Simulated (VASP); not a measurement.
# SnTe (F-43m) in VASP: further runs

The runs below take SnTe through single point, with PBEsol.

Program: VASP 6.6.1. These are calculated values, not measurements. Logs are shortened: lines on timing, memory, paths and dates and some standing lists are left out, and cuts for length are marked.

### Step 1. The structure

Symmetry: F-43m, No. 216, cubic system. The conventional cell has a = 7.222 Å, b = 7.222 Å, c = 7.222 Å, α = 90.00°, β = 90.00°, γ = 90.00°. Around Te (site symmetry -43m) lie 4 Sn at 3.13 Å. Sn (site symmetry -43m) is surrounded by 4 Te at 3.13 Å.

Measurements of this composition are mostly on another form, of space group No. 225.

### Step 2. Single point, PBEsol, spin-orbit coupling, no magnetisation

The input, INCAR:

```
SYSTEM = SnTe
ALGO = Normal ; EDIFF = 1E-5
ENCUT = 350 ; GGA = PS
GGA_COMPAT = .False. ; ISIF = 2
ISMEAR = 0 ; LASPH = .True.
LCHARG = .False. ; LORBIT = 11
LREAL = .False. ; LSORBIT = .True.
LWAVE = .False. ; MAGMOM = 0 0 0 0 0 0
NBANDS = 36 ; NELM = 100
PREC = Accurate ; SIGMA = 0.02
```

The input, KPOINTS:

```
k-points
0
Gamma
  6 6 6
  0 0 0
```

The input, POSCAR:

```
SnTe
1.0
    0.0000000000      3.6111460000      3.6111460000
    3.6111460000      0.0000000000      3.6111460000
    3.6111460000      3.6111460000      0.0000000000
Te Sn
1 1
Direct
    0.2500000000      0.2500000000      0.2500000000
    0.0000000000      0.0000000000      0.0000000000
```

Potentials or basis: VASP PAW PBE potentials, release 64 (Te, Sn_d).

On the command line:

```console
> cat potpaw_PBE.64/Te/POTCAR potpaw_PBE.64/Sn_d/POTCAR > POTCAR
> mpirun -np 1 vasp_ncl > vasp.out
```

OUTCAR:

```text
SYSTEM = SnTe
   EDIFF = 1E-5
   ENCUT = 350
   GGA = PS
   ISIF = 2
   ISMEAR = 0
   LASPH = .True.
   LORBIT = 11
   LREAL = .False.
   LSORBIT = .True.
   NELM = 100
   PREC = Accurate

 Found     22 irreducible k-points:

 Following reciprocal coordinates:
            Coordinates               Weight
  0.000000  0.000000  0.000000      1.000000
  0.166667  0.000000  0.000000      4.000000
 -0.166667  0.000000  0.000000      4.000000
  0.333333  0.000000  0.000000      4.000000
 -0.333333  0.000000  0.000000      4.000000
  0.500000  0.000000  0.000000      4.000000
   k-points           NKPTS =     22   k-points in BZ     NKDIM =     22   number of bands    NBANDS=     36
   number of dos      NEDOS =    301   number of ions     NIONS =      2
   total plane-waves  NPLWV =  32768
   dimension x,y,z NGX =    32 NGY =   32 NGZ =   32
   dimension x,y,z NGXF=    64 NGYF=   64 NGZF=   64
   ions per type =               1   1
   NGX,Y,Z   is equivalent  to a cutoff of  10.42, 10.42, 10.42 a.u.
   NGXF,Y,Z  is equivalent  to a cutoff of  20.83, 20.83, 20.83 a.u.
 SYSTEM =  SnTe
   PREC   = accura    normal or accurate (medium, high low for compatibility)
   ISTART =      0    job   : 0-new  1-cont  2-samecut
   ICHARG =      2    charge: 1-file 2-atom 10-const
   ISPIN  =      1    spin polarized calculation?
   LNONCOLLINEAR =      T non collinear calculations
   LSORBIT =      T    spin-orbit coupling
   LASPH  =      T    aspherical Exc in radial PAW
   ENCUT  =  350.0 eV  25.72 Ry    5.07 a.u.   7.79  7.79  7.79*2*pi/ulx,y,z
   NELM   =    100;   NELMIN=  2; NELMDL= -5     # of ELM steps
   EDIFF  = 0.1E-04   stopping-criterion for ELM
   LREAL  =      F    real-space projection
   EDIFFG = 0.1E-03   stopping-criterion for IOM
   NSW    =      0    number of steps for IOM
   IBRION =     -1    ionic relax: 0-MD 1-quasi-New 2-CG
   NFREE  =      0    steps in history (QN), initial steepest desc. (CG)
   ISIF   =      2    stress and relaxation
   ISYM   =      2    0-nonsym 1-usesym 2-fastsym
   POTIM  = 0.5000    time-step for ionic-motion
   TEBEG  =    0.0;   TEEND  =   0.0 temperature during run
   PSTRESS=    0.0 pullay stress
   NELECT =      20.0000    total number of electrons
   NUPDOWN=      -1.0000    fix difference up-down
   EMIN   =  10.00;   EMAX   =-10.00  energy-range for DOS
   EFERMI =   0.00;   METHOD = LEGACY
   ISMEAR =     0;   SIGMA  =   0.02  broadening in eV -4-tet -1-fermi 0-gaus
   EFERMI_NEDOS =   21; number of points for ismear=-14 and -15
   IALGO  =     38    algorithm
   IMIX   =      4    mixing-type and parameters
     AMIX     =   0.40;   BMIX     =  1.00
     AMIX_MAG =   1.60;   BMIX_MAG =  1.00
  volume/ion in A,a.u.               =      47.09       317.78
  Fermi-wavevector in a.u.,A,eV,Ry     =   0.976704  1.845704 12.979296  0.953951
  Thomas-Fermi vector in A             =   2.107344
   LORBIT       =     11    0 simple, 1 ext, 2 COOP (PROOUT), +10 PAW based schemes
   GGA     = PS    functional components
   LHFCALC =     F    Hartree Fock is set to
   AEXX    =    0.0000 exact exchange contribution
   IVDW    =     0    specifies the selected vdW correction
   LEPSILON=     F    determine dielectric tensor
   LRPA    =     F    only Hartree local field effects (RPA)
 Gauss-broadening in eV      SIGMA  =   0.02
  energy-cutoff  :      350.00
  volume of cell :       94.18
 maximum number of plane-waves:      2840
   NGX = 15   NGY = 15   NGZ = 15

 number of electron      19.9999991 magnetization      -0.0000000     -0.0000000     -0.0000000

 number of electron      19.9999991 magnetization       0.0000000     -0.0000000     -0.0000000

 number of electron      19.9999991 magnetization      -0.0000000      0.0000000      0.0000000

 number of electron      19.9999991 magnetization       0.0000000      0.0000000      0.0000000

 Free energy of the ion-electron system (eV)
  ---------------------------------------------------
  ext. energy  EPLUGINS =         0.00000000
  ---------------------------------------------------
  free energy    TOTEN  =        -7.76357075 eV

  energy without entropy =       -7.76332997  energy(sigma->0) =       -7.76345036

 E-fermi :   3.0856     XC(G=0):  -7.6278

 val. band max:        3.0671443133   @ k =  -0.3333   0.5000   0.1667
 cond. band min:       3.0979426415   @ k =   0.5000   0.5000   0.0000
 fundamental gap:      0.0307983282
 Fermi energy:         3.0856113076

 k-point     1 :       0.0000    0.0000    0.0000
  band No.  band energies     occupation
      1     -19.2408      1.00000
      2     -19.2408      1.00000
      3     -19.2408      1.00000
      4     -19.2408      1.00000
      5     -18.2098      1.00000
      6     -18.2098      1.00000
[... 24 lines left out ...]
     31       9.4609      0.00000
     32       9.4609      0.00000

 k-point     2 :       0.1667    0.0000    0.0000
  band No.  band energies     occupation
      1     -19.2408      1.00000
      2     -19.2406      1.00000
      3     -19.2406      1.00000
      4     -19.2406      1.00000
      5     -18.2095      1.00000
      6     -18.2095      1.00000
[... 24 lines left out ...]
     31       8.9360      0.00000
     32       8.9437      0.00000

 k-point     3 :      -0.1667    0.0000    0.0000
  band No.  band energies     occupation
      1     -19.2408      1.00000
      2     -19.2406      1.00000
      3     -19.2406      1.00000
      4     -19.2406      1.00000
      5     -18.2095      1.00000
      6     -18.2095      1.00000
[... 24 lines left out ...]
     31       8.9360      0.00000
     32       8.9437      0.00000

 k-point     4 :       0.3333    0.0000    0.0000
  band No.  band energies     occupation
      1     -19.2407      1.00000
      2     -19.2405      1.00000
      3     -19.2405      1.00000
      4     -19.2405      1.00000
      5     -18.2093      1.00000
      6     -18.2093      1.00000
[... 24 lines left out ...]
     31       9.0899      0.00000
     32       9.1012      0.00000

 k-point     5 :      -0.3333    0.0000    0.0000
  band No.  band energies     occupation
      1     -19.2407      1.00000
      2     -19.2405      1.00000
      3     -19.2405      1.00000
      4     -19.2405      1.00000
      5     -18.2093      1.00000
      6     -18.2093      1.00000
[... 24 lines left out ...]
     31       9.0899      0.00000
     32       9.1012      0.00000

 k-point     6 :       0.5000    0.0000    0.0000
  band No.  band energies     occupation
      1     -19.2404      1.00000
      2     -19.2404      1.00000
      3     -19.2404      1.00000
      4     -19.2404      1.00000
      5     -18.2090      1.00000
      6     -18.2090      1.00000
[... 24 lines left out ...]
     31       9.8496      0.00000
     32       9.8496      0.00000

 [... further k-points ...]

 [bands above 32 left out]

------------------------ aborting loop because EDIFF is reached ----------------------------------------

  FORCE on cell =-STRESS in cart. coord.  units (eV):
  Direction    XX          YY          ZZ          XY          YZ          ZX
  --------------------------------------------------------------------------------------
  -------------------------------------------------------------------------------------
  Total       -0.8533304     -0.8533304     -0.8533304      0.0000000      0.0000000      0.0000000
  in kB      -14.5165249    -14.5165249    -14.5165249      0.0000000      0.0000000      0.0000000
  external PRESSURE =     -14.5165249 kB  Pullay stress =       0.0000000 kB

 VOLUME and BASIS-vectors are now :
 -----------------------------------------------------------------------------
  energy-cutoff  :      350.00
  volume of cell :       94.18
      direct lattice vectors                 reciprocal lattice vectors
     0.000000000  3.611146000  3.611146000    -0.138460201  0.138460201  0.138460201
     3.611146000  0.000000000  3.611146000     0.138460201 -0.138460201  0.138460201
     3.611146000  3.611146000  0.000000000     0.138460201  0.138460201 -0.138460201

 POSITION                                       TOTAL-FORCE (eV/Angst)
 -----------------------------------------------------------------------------------
      1.80557      1.80557      1.80557         0.000000      0.000000      0.000000
      0.00000      0.00000      0.00000        -0.000000     -0.000000     -0.000000
 -----------------------------------------------------------------------------------
    total drift:                                0.000000      0.000000      0.000000

  FREE ENERGIE OF THE ION-ELECTRON SYSTEM (eV)
  ---------------------------------------------------
  free  energy   TOTEN  =        -7.7635707486 eV

  energy  without entropy=       -7.7633299670  energy(sigma->0) =       -7.76345036

 Spin-Orbit-Coupling matrix elements

 Ion:    1  E_soc:     -0.2268525
 l=   1
     0.0000000    -0.0378081    -0.0378081
    -0.0378081     0.0000000    -0.0378081
    -0.0378081    -0.0378081     0.0000000
 l=   2
     0.0000000     0.0000085     0.0000000     0.0000085    -0.0000091
     0.0000085     0.0000000    -0.0000068     0.0000085    -0.0000023
     0.0000000    -0.0000068     0.0000000    -0.0000068     0.0000000
     0.0000085     0.0000085    -0.0000068     0.0000000    -0.0000023
    -0.0000091    -0.0000023     0.0000000    -0.0000023     0.0000000
 l=   3
     0.0000000     0.0000000     0.0000000     0.0000000     0.0000000     0.0000000     0.0000000
     0.0000000     0.0000000     0.0000000     0.0000000     0.0000000     0.0000000     0.0000000
     0.0000000     0.0000000     0.0000000     0.0000000     0.0000000     0.0000000     0.0000000
     0.0000000     0.0000000     0.0000000     0.0000000     0.0000000     0.0000000     0.0000000
     0.0000000     0.0000000     0.0000000     0.0000000     0.0000000     0.0000000     0.0000000
     0.0000000     0.0000000     0.0000000     0.0000000     0.0000000     0.0000000     0.0000000
     0.0000000     0.0000000     0.0000000     0.0000000     0.0000000     0.0000000     0.0000000

 Ion:    2  E_soc:     -0.1055185
 l=   1
     0.0000000    -0.0114423    -0.0114423
    -0.0114423     0.0000000    -0.0114423
    -0.0114423    -0.0114423     0.0000000
 l=   2
     0.0000000    -0.0012453     0.0000000    -0.0012453    -0.0048988
    -0.0012453     0.0000000    -0.0036741    -0.0012453    -0.0012247
     0.0000000    -0.0036741     0.0000000    -0.0036741     0.0000000
    -0.0012453    -0.0012453    -0.0036741     0.0000000    -0.0012247
    -0.0048988    -0.0012247     0.0000000    -0.0012247     0.0000000
 l=   3
     0.0000000     0.0000000     0.0000000     0.0000000     0.0000000     0.0000000     0.0000000
     0.0000000     0.0000000     0.0000000     0.0000000     0.0000000     0.0000000     0.0000000
     0.0000000     0.0000000     0.0000000     0.0000000     0.0000000     0.0000000     0.0000000
     0.0000000     0.0000000     0.0000000     0.0000000     0.0000000     0.0000000     0.0000000
     0.0000000     0.0000000     0.0000000     0.0000000     0.0000000     0.0000000     0.0000000
     0.0000000     0.0000000     0.0000000     0.0000000     0.0000000     0.0000000     0.0000000
     0.0000000     0.0000000     0.0000000     0.0000000     0.0000000     0.0000000     0.0000000

 total charge

# of ion       s       p       d       tot
------------------------------------------
    1        1.394   1.942   0.016   3.352
    2        1.391   0.703   9.957  12.051
--------------------------------------------------
tot          2.785   2.646   9.973  15.403

 magnetization (x)

# of ion       s       p       d       tot
------------------------------------------
    1        0.000  -0.000  -0.000  -0.000
    2       -0.000  -0.000   0.000  -0.000
--------------------------------------------------
tot         -0.000  -0.000  -0.000  -0.000

 magnetization (y)

# of ion       s       p       d       tot
------------------------------------------
    1       -0.000  -0.000  -0.000  -0.000
    2        0.000  -0.000   0.000  -0.000
--------------------------------------------------
tot         -0.000  -0.000  -0.000  -0.000

 magnetization (z)

# of ion       s       p       d       tot
------------------------------------------
    1        0.000  -0.000   0.000  -0.000
    2        0.000   0.000   0.000   0.000
--------------------------------------------------
tot          0.000   0.000   0.000   0.000
```

Wall time 84 s (1 thread of Intel Xeon Platinum 8259CL at 2.50GHz (Skylake/Cascade Lake), shared host); peak memory 0.32 GiB.

The run converged, but some of its settings lie outside the range that counts as converged, so its numbers aren't taken as properties of the crystal.

What came out:

```
Free energy                                           : -7.7636 eV
Pressure                                              : -1.5 GPa
Valence electrons inside the program's atomic spheres : Te 3.35; Sn 12.05
```

Caveat: the PAW data sets were made with another functional, which shifts forces and pressure a little.

[end of part 1 of 2]
